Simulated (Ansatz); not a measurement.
Runs of Ansatz 0.2.0 on EuO. It takes space group Fm-3m (No. 225, cubic). The conventional cell has a = 5.144 Å, b = 5.144 Å, c = 5.144 Å, α = 90.00°, β = 90.00°, γ = 90.00°. Around Eu (site symmetry m-3m) lie 6 O at 2.57 Å. O (site symmetry m-3m) has 6 Eu at 2.57 Å as nearest neighbours. 

| task | level | potentials or basis | U | cell | k mesh | cutoff (eV) | points for each segment of the path | hubbard projectors | double counting | gap on the mesh (eV) | pressure (GPa) | moment (μB) | V0 of scaled cells (Å³/atom) | relaxed volume (Å³/atom) | B0 (GPa) |
| --- | --- | --- | --- | --- | --- | --- | --- | --- | --- | --- | --- | --- | --- | --- | --- |
| single point | PBE | Ansatz PAW | - | as given | 12 × 12 × 12 | 420 | - | - | - | none | -4.1 | (b) | - | - | - |
| relaxation of cell and atoms | PBE | Ansatz PAW | - | relaxed | 9 × 9 × 9 | 420 | - | - | - | - | 0.0 | 6.96 | - | (d) | - |
| equation of state | PBE | SSSP precision PAW | - | as given | 9 × 9 × 9 | 1020 | - | - | - | - | - | - | 16.22 | - | 100 |
| band structure | r2SCAN+U | Ansatz PAW | Eu f U = 7 eV | as given | 9 × 9 × 9 | 500 | 14 | ortho-atomic (the default) | fll (the default) | (a) | (c) | 7.00 | - | - | - |
| equation of state | BLYP+D4 | Ansatz PAW | - | as given | 9 × 9 × 9 | 420 | - | - | - | - | - | - | 16.18 | - | 96 |
| relaxation of cell and atoms | RPBE+D3(BJ) | Ansatz PAW | - | relaxed | 9 × 9 × 9 | 420 | - | - | - | - | 0.0 | 6.82 | - | 13.50 | - |
| relaxation of cell and atoms | exchange-only PBE | Ansatz PAW | - | relaxed | 9 × 9 × 9 | 420 | - | - | - | none | 0.0 | 7.00 | - | 18.88 | - |

Alike in all rows: spin collinear, ferromagnetic start; smearing fermi-dirac 0.05 eV.

**Question.** Estimate the missing entries.

**Answer.** (a) 1.05; (b) 6.97; (c) 0.4; (d) 16.22.

Caveats: spin-orbit coupling is left out, which moves the levels of the heavy elements; without U or exact exchange the open f shell lies at the Fermi level, which spoils levels, moments and volumes (some runs); a cell with one magnetic atom can't hold antiferromagnetic order, which such compounds often take (some runs); the plane-wave basis is chosen anew once the cell has moved, so the energies of steps on either side of that aren't comparable (some runs); the PAW data sets come from PBE, with cores solved anew for the run's functional, which leaves a small shift of forces and pressure (some runs); the magnetic or orbital state may not be the lowest (some runs); the k mesh misses the band edges, so the gap on the mesh is wider than the one along the path (some runs).

A k mesh can miss the band edges, and the runs leave out spin-orbit coupling on Eu.

A gap of «none» marks a metal or a gap under the smearing width.
